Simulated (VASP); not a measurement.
Write an ASE script for VASP 6.6.1 that does the following.

```yaml
Task: single point
Functional: LDA
Potentials_or_basis: VASP PAW LDA potentials, release 54 (Tl_d)
Cutoff: 520 eV
k_mesh: 9 × 9 × 5
Occupations: gaussian, width 0.1 eV
Spin: no spin polarisation
Further_INCAR_settings: ALGO = Normal; EDIFF = 1.00e-06; NBANDS = 20
```

Crystal: Tl.

```
Tl
1.0
     3.45600    0.00000    0.00000
    -1.72800    2.99298    0.00000
     0.00000    0.00000    5.52500
Tl
2
Direct
  0.66667 0.33333 0.75000
  0.33333 0.66667 0.25000
```

These files were run (other wordings do the same):

run.py

```python
from ase.calculators.vasp import Vasp
from ase.dft.bandgap import bandgap
from ase.spacegroup import crystal

atoms = crystal(
    ['Tl'],
    basis=[[0.6666666667, 0.3333333333, 0.75]],
    spacegroup=194,
    setting=1,
    cellpar=[3.456, 3.456, 5.525, 90.0, 90.0, 120.0],
    primitive_cell=True,
)
calc = Vasp(
    directory='calc',
    xc='lda',
    pp='LDA',
    setups='recommended',
    pp_version='54',
    prec='Accurate',
    encut=520,
    ediff=1e-06,
    ismear=0,
    sigma=0.1,
    lreal=False,
    lasph=True,
    nelm=60,
    algo='Normal',
    isif=2,
    lwave=False,
    lcharg=False,
    kpts=[9, 9, 5],
    gamma=True,
    nbands=20,
)
atoms.calc = calc

print('energy (eV):', atoms.get_potential_energy())
print('free energy (eV):', atoms.get_potential_energy(force_consistent=True))
print('forces (eV/A):')
print(atoms.get_forces())
print('stress (eV/A^3, Voigt):', atoms.get_stress())
print('Fermi level (eV):', calc.get_fermi_level())
gap, top, bottom = bandgap(calc)
print('band gap (eV):', gap, 'from (spin, k, band)', top, 'to', bottom)
```

Potentials or basis: VASP PAW LDA potentials, release 54 (Tl_d).

Run with:

```sh
$ python run.py
```

It gave:

| Item | Value |
| --- | --- |
| Pressure | -1.5 GPa |
| Band gap on the k mesh | none (metal or under the smearing width) |

It took 31 s on 1 thread of Intel(R) Xeon(R) Platinum 8259CL CPU @ 2.50GHz (Skylake/Cascade Lake), on a shared host, peak memory 0.16 GiB.
